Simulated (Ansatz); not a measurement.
# Boron, alpha-rhombohedral (B12) under PBEsol: structure and ground-state energy

What does PBEsol give for boron in the alpha-rhombohedral (B12) structure? We relax it, solve it on a dense k-mesh, then switch on spin-orbit coupling. The k-meshes are 4×4×4 for the relaxation; 7×7×7 for the dense run; 6×6×6 for spin-orbit coupling. It starts from a deposited cell (COD).

The COD entry's cell or inner coordinates are ideal or old and differ from later refinements, so a difference from it is no clean test against experiment.

Method: DFT PBEsol, plane waves (420 eV) with PAW, scalar-relativistic; PBE-made PAW files, in Ansatz 0.2.0.

**1. Starting point**

Symmetry: R-3m, No. 166, trigonal system. Conventional cell: a = 4.908 Å, b = 4.908 Å, c = 12.567 Å, α = 90.00°, β = 90.00°, γ = 120.00°. B (site symmetry m) is surrounded by 6 B at 1.71 to 1.79 Å. B (site symmetry m) has 7 B at 1.78 to 2.02 Å as nearest neighbours.

Coordinates:

```
B
1.0
     2.45400    1.41682    4.18900
    -2.45400    1.41682    4.18900
     0.00000   -2.83364    4.18900
B
12
Direct
  0.01040 0.65730 0.01040
  0.01040 0.01040 0.65730
  0.65730 0.01040 0.01040
  0.98960 0.34270 0.98960
  0.34270 0.98960 0.98960
  0.98960 0.98960 0.34270
  0.22060 0.63230 0.22060
  0.22060 0.22060 0.63230
  0.63230 0.22060 0.22060
  0.77940 0.36770 0.77940
  0.36770 0.77940 0.77940
  0.77940 0.77940 0.36770
```

**2. Geometry optimisation**

input.yaml reads:

```yaml
crystal:
  lattice:
    - [2.4540015844, 1.4168184754, 4.189]
    - [-2.4540015844, 1.4168184754, 4.189]
    - [0.0, -2.8336369507, 4.189]
  atoms:
    - { symbol: B, position: [0.0104, 0.6573, 0.0104] }
    - { symbol: B, position: [0.0104, 0.0104, 0.6573] }
    - { symbol: B, position: [0.6573, 0.0104, 0.0104] }
    - { symbol: B, position: [0.9896, 0.3427, 0.9896] }
    - { symbol: B, position: [0.3427, 0.9896, 0.9896] }
    - { symbol: B, position: [0.9896, 0.9896, 0.3427] }
    - { symbol: B, position: [0.2206, 0.6323, 0.2206] }
    - { symbol: B, position: [0.2206, 0.2206, 0.6323] }
    - { symbol: B, position: [0.6323, 0.2206, 0.2206] }
    - { symbol: B, position: [0.7794, 0.3677, 0.7794] }
    - { symbol: B, position: [0.3677, 0.7794, 0.7794] }
    - { symbol: B, position: [0.7794, 0.7794, 0.3677] }
hamiltonian:
  xc: pbesol
  pseudopotentials:
    kind: paw
    azcp:
      B: "pseudopotentials/B.paw.azcp"
basis:
  ecutwfc: 420
  fft_grid_basis: typed
kpoints:
  mp_grid: { grid: [4, 4, 4], shift: [0, 0, 0] }
magnetization:
  spin_polarized: false
scf:
  occupations: { method: fermi_dirac, width: 0.05 }
relax:
  max_steps: 60
  f_tol: 0.01
  cell: {}
```

Log, shortened:

```text
Warning: <dir> the record states the generating functional pbe (its physics header spells it `PBE`), which answers neither for hamiltonian.xc's functional nor for the pbesol family's — results may be inconsistent (PPs are generated against a specific XC)
Warning: RAYON_NUM_THREADS=8 ignored (pool sized by the plan → 8); use --threads N
[...]
Pseudopotentials: kind: paw
Pseudopotential: B, paw, valence charge 3, recommended cutoff 420 eV (normal), <dir>
Functional definition: PBEsol
[...]
Crystal: 12 atoms, lattice volume = 87.388 Å³
Basis set: ecut = 420 eV, 1729 PW (Γ), exchange–correlation on 72×72×72 points (8 copies of the dense FFT grid, shifted against one another)
Bands: 30, of which v1, the nominal top of the filled ones, is band 18 counted from 1 (17 counted from 0)
Symmetry: 12 space group operations
Space group: R-3m (ITA 166), of the structure as read, at distance tolerance 4.4e-5 Å
k-points: 13 of 64
[...]
SCF iter   1: F=—  HF=-1831.958295 eV  |F-HF|=—  |Δ(HF+E_count)|=         —  Δρ=6.64e-3  dr2=3.47e-2  ethr=1.77e-3  ⟨swp⟩=6.2  Hψ=1923  notcnv=0  defer=31
[...]
relax step   1: F+E_penalty+E_count = -1831.94644211 eV  Δ(F+E_penalty+E_count) = +0.000e0 eV  max|allowed force component| = 6.349e-1 eV/Å  Δτ_max = 0.0000 Å  P = -3.018 GPa  Ω = 87.388 Å³  (7 SCF iters, dr2 threshold 1.00e-7 eV, accepted)
[...]
  atom   8  B      0.00000000     0.00047401    -0.00019736
[...]
--- Stress (GPa, compression-positive) ---
       -0.005507       0.000000       0.000000
        0.000000      -0.005507       0.000000
        0.000000       0.000000      -0.003643
  P = ⅓ Tr σ = -0.0049 GPa (-0.049 kbar)
--- Relaxed structure (6 steps of the walk, 6 accepted, 2 SCFs on fresh bases) ---
  F+E_penalty+E_count = -1832.00795212 eV   max|allowed force component| = 1.267e-3 eV/Å   (the final SCF, on the basis selected at the relaxed cell)
  cell:  # Å, volume = 85.8009 Å³
    - [2.4383420591274576, 1.4077774442301987, 4.165928250779137]
    - [-2.4383420591274576, 1.4077774442301987, 4.165928250779137]
    - [-1.8430694753968583e-18, -2.815554888410673, 4.165928250795941]
  atoms:
    - { symbol: B, position: [0.010581264037513777, 0.6538502900920504, 0.010581264037513693] }
    - { symbol: B, position: [0.010581264037513749, 0.010581264037513749, 0.6538502900920504] }
    - { symbol: B, position: [0.6538502900920504, 0.010581264037513777, 0.010581264037513693] }
    - { symbol: B, position: [0.9894187359624864, 0.34614970990794974, 0.9894187359624864] }
    - { symbol: B, position: [0.34614970990794974, 0.9894187359624864, 0.9894187359624864] }
    - { symbol: B, position: [0.9894187359624863, 0.9894187359624863, 0.34614970990794963] }
    - { symbol: B, position: [0.22157360716456373, 0.6298376755235802, 0.22157360716456367] }
    - { symbol: B, position: [0.22157360716456367, 0.22157360716456367, 0.6298376755235804] }
    - { symbol: B, position: [0.6298376755235802, 0.22157360716456373, 0.22157360716456367] }
    - { symbol: B, position: [0.7784263928354361, 0.37016232447641984, 0.7784263928354361] }
    - { symbol: B, position: [0.37016232447641984, 0.7784263928354361, 0.7784263928354361] }
    - { symbol: B, position: [0.7784263928354362, 0.7784263928354362, 0.37016232447641967] }
```

It took 2.6 s on 8 threads of an x86-64 CPU, shared host; peak memory 0.52 GiB.

Step by step:

```
step  energy change (meV/atom)  largest force (eV/Å)  pressure (GPa)  volume (Å³/atom)
   1                      0.00                0.6349           -3.02             7.282
   2                     -4.63                0.2365           -0.70             7.186
   3                     -5.38                0.0190            0.25             7.145
   4                     -5.39                0.0079            0.06             7.150
   5                     -5.38                0.0031           -0.01             7.153
   6                     -5.12                0.0036           -0.07             7.153
   7                     -5.13                0.0013            0.00             7.150
   8                     -5.13                0.0013            0.00             7.150
```

Steps that repeat a cell are solved on a basis chosen anew, so their changes of energy are no gain of the relaxation.

The cell of the run, before and after:

|  | before | after | change |
| --- | --- | --- | --- |
| a (Å) | 5.057 | 5.028 | -0.6 % |
| b (Å) | 5.057 | 5.028 | -0.6 % |
| c (Å) | 5.057 | 5.028 | -0.6 % |
| α (°) | 58.06 | 58.02 | -0.1 % |
| β (°) | 58.06 | 58.02 | -0.1 % |
| γ (°) | 58.06 | 58.02 | -0.1 % |
| volume (Å³/atom) | 7.282 | 7.150 | -1.8 % |
| shortest distance (Å) | 1.709 | 1.666 | -2.5 % |
| space group (spins left aside) | R-3m | R-3m | same |

**3. The energy on a finer k-mesh**

input.yaml reads:

```yaml
crystal:
  lattice:
    - [2.4383420591, 1.4077774442, 4.1659282508]
    - [-2.4383420591, 1.4077774442, 4.1659282508]
    - [0.0, -2.8155548884, 4.1659282508]
  atoms:
    - { symbol: B, position: [0.010581264, 0.6538502901, 0.010581264] }
    - { symbol: B, position: [0.010581264, 0.010581264, 0.6538502901] }
    - { symbol: B, position: [0.6538502901, 0.010581264, 0.010581264] }
    - { symbol: B, position: [0.989418736, 0.3461497099, 0.989418736] }
    - { symbol: B, position: [0.3461497099, 0.989418736, 0.989418736] }
    - { symbol: B, position: [0.989418736, 0.989418736, 0.3461497099] }
    - { symbol: B, position: [0.2215736072, 0.6298376755, 0.2215736072] }
    - { symbol: B, position: [0.2215736072, 0.2215736072, 0.6298376755] }
    - { symbol: B, position: [0.6298376755, 0.2215736072, 0.2215736072] }
    - { symbol: B, position: [0.7784263928, 0.3701623245, 0.7784263928] }
    - { symbol: B, position: [0.3701623245, 0.7784263928, 0.7784263928] }
    - { symbol: B, position: [0.7784263928, 0.7784263928, 0.3701623245] }
hamiltonian:
  xc: pbesol
  pseudopotentials:
    kind: paw
    azcp:
      B: "pseudopotentials/B.paw.azcp"
basis:
  ecutwfc: 420
  fft_grid_basis: typed
kpoints:
  mp_grid: { grid: [7, 7, 7], shift: [0, 0, 0] }
magnetization:
  spin_polarized: false
scf:
  occupations: { method: fermi_dirac, width: 0.05 }
```

Log, shortened:

```text
Warning: <dir> the record states the generating functional pbe (its physics header spells it `PBE`), which answers neither for hamiltonian.xc's functional nor for the pbesol family's — results may be inconsistent (PPs are generated against a specific XC)
Warning: RAYON_NUM_THREADS=8 ignored (pool sized by the plan → 8); use --threads N
[...]
Pseudopotentials: kind: paw
Pseudopotential: B, paw, valence charge 3, recommended cutoff 420 eV (normal), <dir>
Functional definition: PBEsol
[...]
Crystal: 12 atoms, lattice volume = 85.801 Å³
Basis set: ecut = 420 eV, 1693 PW (Γ)
Bands: 30, of which v1, the nominal top of the filled ones, is band 18 counted from 1 (17 counted from 0)
Symmetry: 12 space group operations
Space group: R-3m (ITA 166), of the structure as read, at distance tolerance 4.4e-5 Å
k-points: 44 of 343
[...]
SCF iter   1: F=—  HF=-1832.029450 eV  |F-HF|=—  |Δ(HF+E_count)|=         —  Δρ=6.65e-3  dr2=3.27e-2  ethr=1.77e-3  ⟨swp⟩=6.4  Hψ=6584  notcnv=0  defer=82
[...]
SCF iter   7: F=-1832.018276 eV  HF=-1832.018276 eV  |F-HF|=2.83e-9  |Δ(HF+E_count)|=   1.02e-8  Δρ=2.73e-6  dr2=6.94e-9  ethr=2.78e-10  ⟨swp⟩=2.0  Hψ=2200  notcnv=0
[...]
SCF converged after 7 iterations
Free energy (F): -1832.018276 eV
[...]
E sigma→0 (E₀):  -1832.018276 eV
Entropy (-TS):   -0.000000 eV (-0.000 meV/atom)
Fermi energy:    9.880742 eV
[...]
```

Run time: 0.59 s. Hardware: 8 threads of an x86-64 CPU, shared host; peak memory 0.53 GiB.

**4. With spin-orbit coupling**

Edit input.yaml of step 3 so:

```diff
@@ -21,3 +21,3 @@
   pseudopotentials:
-    kind: paw
+    kind: paw_fr
     azcp:
@@ -28,5 +28,6 @@
 kpoints:
-  mp_grid: { grid: [7, 7, 7], shift: [0, 0, 0] }
+  mp_grid: { grid: [6, 6, 6], shift: [0, 0, 0] }
 magnetization:
-  spin_polarized: false
+  noncollinear: true
+  spin_orbit: true
 scf:
```

Log, shortened:

```text
Warning: <dir> the record states the generating functional pbe (its physics header spells it `PBE`), which answers neither for hamiltonian.xc's functional nor for the pbesol family's — results may be inconsistent (PPs are generated against a specific XC)
Warning: RAYON_NUM_THREADS=8 ignored (pool sized by the plan → 8); use --threads N
[...]
Pseudopotentials: kind: paw_fr
Pseudopotential: B, paw_fr, valence charge 3, recommended cutoff 420 eV (normal), <dir>
Functional definition: PBEsol
[...]
non-collinear run that drives no moment, with spin-orbit: no starting moment large enough to seed its density (crystal.atoms[].spin), no starting occupations that ask for one, no magnetisation constraint and no magnetic field, so the semilocal B_xc is pinned to zero
Crystal: 12 atoms, lattice volume = 85.801 Å³
Basis set: ecut = 420 eV, 1693 PW (Γ)
Bands: 60, of which v1, the nominal top of the filled ones, is band 36 counted from 1 (35 counted from 0)
Symmetry: 12 space group operations + 12 with time reversal
[...]
SCF converged after 8 iterations
Magnetization: |M| = 0.0000 μB,  M = (+0.0000, +0.0000, +0.0000) μB
Absolute magnetization: 0.0000 μB (∫|m|)
  site 0: m = (+0.0000, +0.0000, +0.0000) μB, |m| = 0.0000 μB  (R = 0.69 Å)
  site 1: m = (+0.0000, +0.0000, +0.0000) μB, |m| = 0.0000 μB  (R = 0.69 Å)
  site 2: m = (+0.0000, +0.0000, +0.0000) μB, |m| = 0.0000 μB  (R = 0.69 Å)
  site 3: m = (+0.0000, +0.0000, +0.0000) μB, |m| = 0.0000 μB  (R = 0.69 Å)
  site 4: m = (+0.0000, +0.0000, +0.0000) μB, |m| = 0.0000 μB  (R = 0.69 Å)
  site 5: m = (+0.0000, +0.0000, +0.0000) μB, |m| = 0.0000 μB  (R = 0.69 Å)
  site 6: m = (+0.0000, +0.0000, +0.0000) μB, |m| = 0.0000 μB  (R = 0.73 Å)
  site 7: m = (+0.0000, +0.0000, +0.0000) μB, |m| = 0.0000 μB  (R = 0.73 Å)
  site 8: m = (+0.0000, +0.0000, +0.0000) μB, |m| = 0.0000 μB  (R = 0.73 Å)
  site 9: m = (+0.0000, +0.0000, +0.0000) μB, |m| = 0.0000 μB  (R = 0.73 Å)
  site 10: m = (+0.0000, +0.0000, +0.0000) μB, |m| = 0.0000 μB  (R = 0.73 Å)
  site 11: m = (+0.0000, +0.0000, +0.0000) μB, |m| = 0.0000 μB  (R = 0.73 Å)
Free energy (F): -1832.020609 eV
[...]
E sigma→0 (E₀):  -1832.020609 eV
Entropy (-TS):   -0.000000 eV (-0.000 meV/atom)
Fermi energy:    9.896049 eV
[...]
```

Wall time 2.4 s (8 threads of an x86-64 CPU, shared host); peak memory 1.1 GiB.

With and without spin-orbit coupling:

```
                 scalar-relativistic  with spin-orbit coupling
         k-mesh                7×7×7                     6×6×6
gap on the mesh              1.36 eV                   1.34 eV
```

The meshes differ, so small differences between the columns need not come from spin-orbit coupling.

**5. What came out**

```
                                     quantity                                    value
               space group (spins left aside)                           R-3m (No. 166)
                            conventional cell  a = 4.877 Å, c = 12.498 Å (c/a = 2.563)
                                       volume                            7.150 Å³/atom
                            shortest distance                                  1.666 Å
                  against the measured volume                   -1.8 % (7.282 Å³/atom)
                              gap on the mesh                                  1.36 eV
gap with spin-orbit coupling, on another mesh                                  1.34 eV
```

The volume comes out 1.8 % smaller than measured. The deposited cell holds zero-point motion and, unless taken cold, thermal expansion, which account for some of this. The mesh shows a gap of 1.36 eV. The mesh samples the bands at few points and may miss the band edges. The spin-orbit run has a gap of 1.34 eV against 1.36 eV; the two meshes hold different k-points, and a band edge that one misses the other may hit, so the change says little about spin-orbit coupling. The total energy of the spin-orbit run (on a coarser mesh) lies 0 meV/atom from the scalar one; mesh and treatment of the core enter this figure, so it is no spin-orbit energy.
